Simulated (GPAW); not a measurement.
Write an ASE script for GPAW 26.7.0 that does the following.

```
Task                : single point
Functional          : PBEsol
Potentials or basis : PAW data sets generated in the run's folder for this functional
Cutoff              : 600 eV
Basis               : pw
k mesh              : 11 × 11 × 10
Occupations         : gaussian, width 0.05 eV
Spin                : no spin polarisation
Maxiter             : 150
```

The structure of Ge lies in Ge.xyz:

```xyz
1
Lattice="1.3971490000 -2.6005160000 0.0000000000 1.3971490000 2.6005160000 0.0000000000 0.0000000000 0.0000000000 2.6982310000" Properties=species:S:1:pos:R:3 pbc="T T T"
Ge     1.3971490000      0.0000000000      0.0000000000
```

This isn't the form of Ge at room conditions, which is diamond.

These files were run (other wordings do the same):

run.py

```python
from ase.dft.bandgap import bandgap
from ase.io import read, write
from ase.units import GPa
from gpaw import GPAW, PW, setup_paths

setup_paths.insert(0, '.')

atoms = read('Ge.xyz')

calc = GPAW(mode=PW(600),
            xc='PBEsol',
            kpts={'size': (11, 11, 10), 'gamma': True},
            occupations={'name': 'methfessel-paxton', 'order': 0, 'width': 0.05},
            nbands=8,
            convergence={'density': 1e-05, 'energy': 1e-05},
            maxiter=150,
            txt='gpaw.txt')
atoms.calc = calc
energy = atoms.get_potential_energy()
forces = atoms.get_forces()
stress = atoms.get_stress()
calc.write('gs.gpw')
write('result.traj', atoms)
print(f'Energy: {energy:.6f} eV')
print('Forces (eV/A):')
print(forces.round(4))
print('Stress (GPa):', (stress / GPa).round(3))
print('Fermi level:', round(calc.get_fermi_level(), 4), 'eV')
print(f'Gap: {bandgap(calc)[0]:.4f} eV, direct: {bandgap(calc, direct=True)[0]:.4f} eV')
```

Potentials or basis: PAW data sets generated in the run's folder for this functional, pw.

Command:

```sh
$ gpaw-setup -f PBEsol Ge
$ OMP_NUM_THREADS=1 python run.py
```

Results of the run:

```yaml
Pressure: -4.3 GPa
Band_gap_on_the_k_mesh: none (metal or under the smearing width)
```

Wall time 22 s on 1 thread of Arm Neoverse V1, on a shared host, peak memory 0.16 GiB.
